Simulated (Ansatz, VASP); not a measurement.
**Li: VASP beside Ansatz**

File INCAR:

```
SYSTEM = Li
PREC = Accurate
ENCUT = 600
EDIFF = 1E-7
ISMEAR = -1
SIGMA = 0.15
LREAL = .False.
LASPH = .True.
NELM = 80
ALGO = Normal
ISIF = 3
LWAVE = .False.
LCHARG = .False.
GGA = PE
IVDW = 12
IBRION = 2
NSW = 80
EDIFFG = -0.001
```

The input KPOINTS:

```
Automatic mesh
0
Gamma
  20 20 20
  0 0 0
```

POSCAR

```
Li
1.0
   -1.6618312032      1.6618312032      1.6618312032
    1.6618312032     -1.6618312032      1.6618312032
    1.6618312032      1.6618312032     -1.6618312032
Li
1
Direct
    0.0000000000      0.0000000000      0.0000000000
```

Input for Ansatz:

```yaml
crystal:
  lattice:
    - [-1.6618312032, 1.6618312032, 1.6618312032]
    - [1.6618312032, -1.6618312032, 1.6618312032]
    - [1.6618312032, 1.6618312032, -1.6618312032]
  atoms:
    - { symbol: Li, position: [0.0, 0.0, 0.0] }
basis:
  ecutwfc: 420
kpoints:
  mp_grid: { grid: [20, 20, 20] }
hamiltonian:
  xc: pbe
  dispersion: d3bj
scf:
  occupations: { method: fermi_dirac, width: 0.15 }
output:
  forces: true
  stress: true
  eigenvalues: true
relax:
  adjacent_minimum: "off"
  f_tol: 0.001
  max_steps: 60
  cell: { stress_tol: 0.01 }
```

Alike in both runs: task relaxation of cell and atoms; functional PBE; dispersion D3(BJ); k mesh 20 × 20 × 20; occupations fermi-dirac, width 0.15 eV; no spin polarisation.

|  | VASP | Ansatz |
| --- | --- | --- |
| version | VASP 6.6.1 | Ansatz 0.2.0 |
| potentials or method | VASP PAW PBE potentials, release 64 (Li_sv) | scalar-relativistic, plane waves, PAW |
| plane-wave cutoff (eV) | 600 | 420 |
| valence electrons in the cell | 3 | 3 |

VASP gave:

* gap on the k mesh at the Fermi level, each at its own relaxed structure (eV): none
* relaxed volume (Å³/atom): 18.21
* relaxed cell length with the largest relative difference (Å): 2.871

**Question.** Estimate Ansatz's values.

**Answer.** gap on the k mesh at the Fermi level, each at its own relaxed structure (eV): none; relaxed volume (Å³/atom): 18.36; relaxed cell length with the largest relative difference (Å): 2.879.

A gap of «none» marks a metal or a gap that the smearing closes.

Caveats: the cutoff is under 1.25 times the usual one of these potentials, so pressure, stress and relaxed cells hold a basis-set (Pulay) error (VASP); pairwise dispersion overbinds metals, which lowers pressure and volume.
